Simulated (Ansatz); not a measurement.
# SnTe (Pm-3m) in Ansatz: relaxation of cell and atoms with revPBE+D4

Aim: the relaxation of cell and atoms of SnTe with revPBE+D4.

Program: Ansatz 0.2.0. These are calculated values, not measurements. Logs are shortened: lines on timing, memory, paths and dates and some standing lists are left out, and cuts for length are marked.

**1. The structure**

The structure is cubic, space group Pm-3m (No. 221). The conventional cell has a = 3.905 Å, b = 3.905 Å, c = 3.905 Å, α = 90.00°, β = 90.00°, γ = 90.00°. Te (site symmetry m-3m) is surrounded by 8 Sn at 3.38 Å. Around Sn (site symmetry m-3m) lie 8 Te at 3.38 Å.

Measurements of this composition are mostly on another form, of space group No. 225.

**2. Relaxation of cell and atoms, revPBE+D4**

input.yaml

```yaml
crystal:
  lattice:
    - [3.9047, 0.0, 0.0]
    - [0.0, 3.9047, 0.0]
    - [0.0, 0.0, 3.9047]
  atoms:
    - { symbol: Te, position: [0.5, 0.5, 0.5] }
    - { symbol: Sn, position: [0.0, 0.0, 0.0] }
hamiltonian:
  xc: revpbe
  pseudopotentials: { kind: paw }
  dispersion: d4
kpoints:
  mp_grid: { grid: [7, 7, 7] }
scf:
  occupations: { method: fermi_dirac, width: 0.05 }
output:
  forces: true
  stress: true
  eigenvalues: true
relax:
  f_tol: 0.01
  max_steps: 40
  cell: { stress_tol: 0.05 }
```

Potentials or basis: Ansatz PAW.

On the command line:

```sh
> ansatz run input.yaml --threads 2 --pin off --max-ram 5632MiB --backend cpu --events-out ev --progress --plain --runs-dir out
```

Log:

```text
Warning: RAYON_NUM_THREADS=2 ignored (pool sized by the plan → 2); use --threads N
Engine: ansatz 0.2.0, aarch64-unknown-linux-gnu
Pseudopotentials: kind: paw
Pseudopotential: Te, paw, valence charge 16, recommended cutoff 420 eV (normal), Te.paw.azcp
Pseudopotential: Sn, paw, valence charge 14, recommended cutoff 420 eV (normal), Sn.paw.azcp
Functional definition: revPBE
  parameter kappa = 1.245
  parameter beta = 0.06672455060314922
  exchange = pbe_x(kappa = kappa, mu = beta*pi^2/3)
  correlation = pbe_c(beta = beta)
Crystal: 2 atoms, lattice volume = 59.534 Å³
Basis set: ecut = 420 eV, 1189 PW (Γ), exchange–correlation on 54×54×54 points (8 copies of the dense FFT grid, shifted against one another)
Bands: 19, of which v1, the nominal top of the filled ones, is band 15 counted from 1 (14 counted from 0)
Symmetry: 48 space group operations
Space group: Pm-3m (ITA 221), of the structure as read, at distance tolerance 3.9e-5 Å
k-points: 20 of 343
Non-local potential: Te, projectors of the file, l = 0: 2, l = 1: 2, l = 2: 2, l = 3: 2
Non-local potential: Sn, projectors of the file, l = 0: 2, l = 1: 2, l = 2: 2, l = 3: 2
PAW form: soft (Blöchl's): semilocal exchange-correlation on the pseudo side does not see the compensation charge
PAW frozen core: Te, regenerated for the run's functional, and the local potential with it (the file was generated under x = pbe(κ = 0.804, μ = 0.2195149727645171), c = pbe(β = 0.06672455060314922))
PAW frozen core: Sn, regenerated for the run's functional, and the local potential with it (the file was generated under x = pbe(κ = 0.804, μ = 0.2195149727645171), c = pbe(β = 0.06672455060314922))
PAW one-centre angular grid: Te, 590 points (default); XC on 64 Gauss nodes
PAW one-centre angular grid: Sn, 590 points (default); XC on 64 Gauss nodes
Initial density: superposition of atomic densities (neutral atoms: chi_scale 0, normalization atom), corrected by the library's trained network
Initial wavefunctions: pseudopotential atomic-orbital guess
Functional: x = revpbe(κ = 1.245, μ = 0.2195149727645171), c = pbe(β = 0.06672455060314922)
SCF iter   1: F=—  HF=-13018.088449 eV  |F-HF|=—  |Δ(HF+E_count)|=         —  Δρ=3.04e-3  dr2=8.79e-3  ethr=1.77e-3  ⟨swp⟩=6.4  Hψ=1975  notcnv=0
preconditioner: auto → Kerker (q_TF=auto, 2.434 Å⁻¹)  [metal: Δε(μ)=0.056 eV  Ē_g=8.463 eV  σ=0.050 eV  W_gap=0.25  n_scr=18 (ndim 8)  ℏωp=15.2 eV  f_vac=0.000  D(μ)=2.39/eV (n_scr^D=18)]
SCF iter   2: F=—  HF=-13018.085959 eV  |F-HF|=—  |Δ(HF+E_count)|=   2.49e-3  Δρ=1.53e-3  dr2=2.50e-3  ethr=2.93e-5  ⟨swp⟩=2.1  Hψ=649  notcnv=0
SCF iter   3: F=—  HF=-13018.085684 eV  |F-HF|=—  |Δ(HF+E_count)|=   2.75e-4  Δρ=3.44e-4  dr2=3.91e-5  ethr=8.32e-6  ⟨swp⟩=2.1  Hψ=462  notcnv=0
SCF iter   4: F=—  HF=-13018.085715 eV  |F-HF|=—  |Δ(HF+E_count)|=   3.14e-5  Δρ=1.56e-4  dr2=1.03e-5  ethr=1.30e-7  ⟨swp⟩=2.6  Hψ=755  notcnv=0
SCF iter   5: F=—  HF=-13018.085725 eV  |F-HF|=—  |Δ(HF+E_count)|=   1.00e-5  Δρ=5.53e-5  dr2=1.95e-6  ethr=3.43e-8  ⟨swp⟩=2.0  Hψ=582  notcnv=0
SCF iter   6: F=-13018.085725 eV  HF=-13018.085725 eV  |F-HF|=3.45e-8  |Δ(HF+E_count)|=   6.35e-7  Δρ=1.23e-5  dr2=9.58e-8  ethr=3.33e-10  ⟨swp⟩=4.4  Hψ=1916  notcnv=0
WARN: dispersion: an atom stands within reach of a switch of its C6 between two reference coordination numbers of its element: through that C6 alone, e_disp changes by 0.025 eV or more while the distances to its neighbours run over a stretch of 0.05 Å that contains this geometry (sites counted from 0 in the run's list of atoms or, in a supercell that it derives, in that cell's: here a list of 2) — site 1 (Sn): coordination number 3.494 (about 2.93 to 4.06 with every neighbour 0.05 Å farther or nearer), switch near 3.238 between the references 3.705 (weight 0.95) and 2.770 (weight 0.05), e_disp changing by some 0.13 eV. This is how the published method behaves, and the energy and the forces stay consistent. Where you compare this geometry's total energy with another's, compare their components.e_disp too, and, where the geometries are yours to choose, keep both on one side of the switch, which a site's coordination number tells: a relaxation that ends in reach of it can search the other side under relax.adjacent_minimum: search, except where no move that the cell, the constraints and the symmetry allow carries the atom there
SCF 1 converged in 6 iterations: F = -13018.085725 eV  dr2 = 9.58e-8
relax step   1: F+E_penalty+E_count = -13018.08572477 eV  Δ(F+E_penalty+E_count) = +0.000e0 eV  max|allowed force component| = 1.078e-29 eV/Å  Δτ_max = 0.0000 Å  P = -0.973 GPa  Ω = 59.534 Å³  (6 SCF iters, dr2 threshold 1.00e-7 eV, accepted)
Crystal: 2 atoms, lattice volume = 58.145 Å³
Basis set: ecut = 420 eV, 1141 PW (Γ), exchange–correlation on 54×54×54 points (8 copies of the dense FFT grid, shifted against one another)
Initial density: handed on by an earlier stage of this run
[... 33 lines left out ...]
SCF iter   4: F=-13018.145967 eV  HF=-13018.145967 eV  |F-HF|=1.57e-9  |Δ(HF+E_count)|=   3.56e-8  Δρ=3.38e-6  dr2=7.35e-9  ethr=2.61e-10  ⟨swp⟩=6.3  Hψ=1644  notcnv=0
SCF 4 converged in 4 iterations: F = -13018.145967 eV  dr2 = 7.35e-9
relax step   4: F+E_penalty+E_count = -13018.14596695 eV  Δ(F+E_penalty+E_count) = -1.387e-4 eV  max|allowed force component| = 2.518e-29 eV/Å  Δτ_max = 0.0000 Å  P = +0.055 GPa  Ω = 54.158 Å³  energy of the carried Pulay correction = +9.934e-4 eV  (4 SCF iters, dr2 threshold 7.83e-8 eV, accepted)
Crystal: 2 atoms, lattice volume = 54.213 Å³
iter 1 solved again at ethr=5.01e-9 eV; its pass at ethr=3.10e-3 eV (dr2=1.50e-6 eV) is discarded
SCF iter   1: F=—  HF=-13018.145952 eV  |F-HF|=—  |Δ(HF+E_count)|=         —  Δρ=2.34e-5  dr2=6.07e-7  ethr=5.01e-9  ⟨swp⟩=3.0  Hψ=2445  notcnv=0
preconditioner: auto → Kerker (q_TF=auto, 2.472 Å⁻¹)  [metal: Δε(μ)=0.101 eV  Ē_g=17.165 eV  σ=0.050 eV  W_gap=0.46  n_scr=18 (ndim 8)  ℏωp=22.6 eV  f_vac=0.000  D(μ)=1.20/eV (n_scr^D=6)]
SCF iter   2: F=—  HF=-13018.145966 eV  |F-HF|=—  |Δ(HF+E_count)|=   1.38e-5  Δρ=1.41e-5  dr2=2.23e-7  ethr=2.02e-9  ⟨swp⟩=1.1  Hψ=382  notcnv=0
SCF iter   3: F=-13018.145966 eV  HF=-13018.145966 eV  |F-HF|=4.86e-10  |Δ(HF+E_count)|=   4.38e-8  Δρ=2.11e-6  dr2=2.01e-9  ethr=2.56e-11  ⟨swp⟩=4.0  Hψ=1621  notcnv=0
SCF 5 converged in 3 iterations: F = -13018.145966 eV  dr2 = 2.01e-9
relax step   5: F+E_penalty+E_count = -13018.14596598 eV  Δ(F+E_penalty+E_count) = +9.696e-7 eV  max|allowed force component| = 3.353e-30 eV/Å  Δτ_max = 0.0000 Å  P = +0.001 GPa  Ω = 54.213 Å³  energy of the carried Pulay correction = +9.827e-4 eV  (3 SCF iters, dr2 threshold 7.67e-9 eV, accepted)
Initial wavefunctions: pseudopotential atomic-orbital guess (no wavefunctions were taken with the density)
iter 1 solved again at ethr=1.48e-7 eV; its pass at ethr=3.10e-3 eV (dr2=4.45e-5 eV) is discarded
SCF iter   1: F=—  HF=-13018.144949 eV  |F-HF|=—  |Δ(HF+E_count)|=         —  Δρ=9.31e-5  dr2=6.70e-7  ethr=1.48e-7  ⟨swp⟩=3.3  Hψ=3015  notcnv=0
SCF iter   2: F=—  HF=-13018.144963 eV  |F-HF|=—  |Δ(HF+E_count)|=   1.42e-5  Δρ=4.72e-5  dr2=1.77e-7  ethr=2.23e-9  ⟨swp⟩=2.0  Hψ=683  notcnv=0
SCF iter   3: F=—  HF=-13018.144964 eV  |F-HF|=—  |Δ(HF+E_count)|=   5.91e-7  Δρ=1.08e-5  dr2=2.08e-8  ethr=5.90e-10  ⟨swp⟩=2.0  Hψ=682  notcnv=0
SCF iter   4: F=—  HF=-13018.144964 eV  |F-HF|=—  |Δ(HF+E_count)|=   2.46e-8  Δρ=9.60e-7  dr2=5.33e-10  ethr=6.93e-11  ⟨swp⟩=2.2  Hψ=508  notcnv=0
SCF iter   5: F=—  HF=-13018.144964 eV  |F-HF|=—  |Δ(HF+E_count)|=  2.36e-11  Δρ=2.70e-7  dr2=2.96e-11  ethr=1.78e-12  ⟨swp⟩=2.0  Hψ=578  notcnv=0
SCF iter   6: F=-13018.144964 eV  HF=-13018.144964 eV  |F-HF|=0.00e0  |Δ(HF+E_count)|=  5.46e-12  Δρ=9.29e-8  dr2=5.39e-12  ethr=1.00e-12  ⟨swp⟩=6.3  Hψ=1773  notcnv=0
SCF 6 converged in 6 iterations: F = -13018.144964 eV  dr2 = 5.39e-12
relax step   6: F+E_penalty+E_count = -13018.14496402 eV  Δ(F+E_penalty+E_count) = +1.002e-3 eV  max|allowed force component| = 5.916e-31 eV/Å  Δτ_max = 0.0000 Å  P = -0.001 GPa  Ω = 54.213 Å³  stress off target by 7.88e-4 GPa  SCF on the basis re-selected at this cell (its energy is not comparable with the rows above)  (6 SCF iters)
basis re-selected at this cell: Δ(F+E_penalty+E_count) = +1.002e-3 eV, ΔP = -0.002 GPa vs the last step (what re-selecting the basis moved, of the pressure what is left beyond the Pulay correction that the steps carried, after the strain that the cell walked since its last selection, with what the two solves' SCF thresholds leave and, on support functions, any second-order correction that the steps lacked; it is no measure of the basis error at this ecutwfc). This SCF's stress stands 7.88e-4 GPa from its target on what of the cell is left free (relax.cell.stress_tol is 5.00e-2 GPa) and its largest allowed force component is 5.92e-31 eV/Å (relax.f_tol is 1.00e-2 eV/Å): within both
SCF converged after 6 iterations
Free energy (F): -13018.144964 eV
Harris-Foulkes:  -13018.144964 eV  (|F-HF|=0.00e0)
Internal energy: -13018.135398 eV  (E = F + TS)
E sigma→0 (E₀):  -13018.140181 eV
Entropy (-TS):   -0.009566 eV (-4.783 meV/atom)
Fermi energy:    11.421364 eV
--- Per-component energies (eV) ---
  E_band       = -292.043229
  E_kinetic    = 366.463293
  E_local      = -1815.176628  (includes V_loc(G=0)·N_el)
  E_nonlocal   = -344.281158
  E_hartree    = 1216.201645
  E_xc         = -508.391136
  E_vxc        = -200.691724  (∫ρ·V_xc dr)
  E_paw        = -8808.266239  (= ΣΔE_a)
  E_vpaw       = -730.760141  (= ΣTr[D̂ρ^β])
  E_aug_tail   = -0.000210  (compensation charges beyond the density's cutoff)
  E_ewald      = -3123.113329
  E_disp       = -1.562833  (pairwise vdW)
  E_core_change = -0.008803  (= ΣΔE_core)
  E_smearing   = -0.009566  (= −TS)
  E_closure    = 0.000000  (closes the sum)
  Σ components = -13018.144964   (vs F -13018.144964, Δ=0.00e0)
--- Forces (eV/Å), atoms counted from 1 ---
  atom   1  Te     0.00000000     0.00000000    -0.00000000
  atom   2  Sn    -0.00000000     0.00000000    -0.00000000
  max |Σ_I F_I| component: 2.37e-30 eV/Å
--- Stress (GPa, compression-positive) ---
       -0.000788      -0.000000       0.000000
       -0.000000      -0.000788      -0.000000
        0.000000      -0.000000      -0.000788
  P = ⅓ Tr σ = -0.0008 GPa (-0.008 kbar)
--- Band table (eV; the first three rows and the last of 20) ---
  k-point 0: bands = ["-25.4357", "-25.4357", "-25.4273", "-25.4273", "-25.4273", "-10.1547", "-10.1547", "-10.1043", "-10.1043", "-10.1043", "-1.5517", "6.4987", "9.4749", "9.4749", "9.4749", "14.8239", "14.8239", "17.4885", "17.4885"]
  k-point 1: bands = ["-25.4356", "-25.4341", "-25.4277", "-25.4277", "-25.4273", "-10.1543", "-10.1461", "-10.1074", "-10.1074", "-10.1042", "-1.3723", "5.7550", "9.5990", "9.6804", "9.6804", "15.0050", "15.7300", "16.7760", "16.7892"]
  k-point 2: bands = ["-25.4356", "-25.4307", "-25.4286", "-25.4286", "-25.4272", "-10.1535", "-10.1269", "-10.1142", "-10.1142", "-10.1039", "-0.8732", "4.2599", "10.1391", "10.2567", "10.2567", "14.3442", "15.2962", "15.2962", "15.5439"]
  k-point 19: bands = ["-25.4311", "-25.4311", "-25.4311", "-25.4238", "-25.4238", "-10.1363", "-10.1358", "-10.1358", "-10.0856", "-10.0856", "1.3571", "5.9905", "7.9177", "8.0124", "8.0124", "10.3332", "10.3332", "11.2816", "24.4788"]
--- Relaxed structure (5 steps of the walk, 5 accepted, 1 SCFs on fresh bases) ---
  F+E_penalty+E_count = -13018.14496402 eV   max|allowed force component| = 5.916e-31 eV/Å   (the final SCF, on the basis selected at the relaxed cell)
  cell:  # Å, volume = 54.2131 Å³
    - [3.784728034046554, 3.1697597001373255e-34, 1.6691392851356043e-33]
    - [-1.737349303999319e-33, 3.784728034046554, 3.209883240645393e-35]
    - [1.0913603018194335e-33, 0.0, 3.784728034046554]
  atoms:
    - { symbol: Te, position: [0.5, 0.5, 0.5] }
    - { symbol: Sn, position: [-4.110281507730241e-36, 7.707695114387122e-36, 5.1378518846604636e-37] }
```

It took 4.6 s on 2 threads of Arm Neoverse V2, shared host; peak memory 0.33 GiB.

Results:

```
Free energy                            : -13018.1450 eV
Relaxed volume                         : 27.11 Å³/atom
Relaxed cell                           : a = 3.785 Å, b = 3.785 Å, c = 3.785 Å, α = 90.00°, β = 90.00°, γ = 90.00°
Space group after relaxing (to 0.05 Å) : Pm-3m (No. 221)
Energy gained by relaxing              : 29.6 meV/atom
Ionic steps                            : 6
Pressure after relaxing                : 0.0 GPa
Band gap on the k mesh                 : none (metal or under the smearing width)
```

The path:
```
step  energy change (eV)  largest force (eV/Å)  volume (Å³)
   1              0.0000                0.0000        59.53
   2             -0.0212                0.0000        58.15
   3             -0.0601                0.0000        54.40
   4             -0.0602                0.0000        54.16
   5             -0.0602                0.0000        54.21
   6             -0.0592                0.0000        54.21
```

Final structure:
```
Te Sn
1.0
     3.78473    0.00000    0.00000
     0.00000    3.78473    0.00000
     0.00000    0.00000    3.78473
Te Sn
1 1
Direct
  0.50000 0.50000 0.50000
  0.00000 0.00000 0.00000
```

Caveat: the plane-wave basis is chosen anew once the cell has moved, so the energies of steps on either side of that aren't comparable; pairwise dispersion overbinds metals, which lowers pressure and volume; the PAW data sets come from PBE, with cores solved anew for the run's functional, which leaves a small shift of forces and pressure. Spin-orbit coupling is left out, which matters for the levels of Te.
